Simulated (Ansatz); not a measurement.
This cell of NaBr (rock salt) is off equilibrium:

```xyz
4
Lattice="0.0000 5.9476 5.9476 2.9738 0.0000 2.9738 2.9738 2.9738 0.0000" Properties=species:S:1:pos:R:3 pbc="T T T"
Br     0.0000     0.0000     0.0000
Br     0.0000     2.9738     2.9738
Na     2.9738     2.9738     2.9738
Na     2.9738     5.9476     6.2476
```

Computed with r2SCAN (plane waves to 500 eV, PAW, scalar-relativistic; Ansatz, a quantum-chemistry and plane-wave program). k mesh 4×8×8 (Γ-centred), Fermi-Dirac smearing 0.05 eV. E stands for the smeared free energy. Compression counts positive. NaBr was relaxed with its symmetry unable to fall.

### Question
Predict the force on every atom, in eV/Å.

### Answer
```
atom      Fx      Fy      Fz
----  ------  ------  ------
Br1    0.008  -0.008   0.444
Br2   -0.007   0.007   0.078
Na3   -0.097   0.097   0.115
Na4    0.097  -0.097  -0.638
```

### Question
What is the stress tensor (GPa)?

### Answer
```
  -0.08     0.03     0.01
   0.03    -0.08    -0.01
   0.01    -0.01     1.39
```
The pressure, a third of the trace, is 0.41 GPa.

### Question
In it atom 4 sits (0.000, 0.000, 0.300) Å away from its relaxed site. What is its energy relative to the relaxed cell?

### Answer
85.0 meV/cell.

(For displaced atoms, the force is minus the slope of the energy, and its curvature is a force constant, which sets phonon frequencies.)
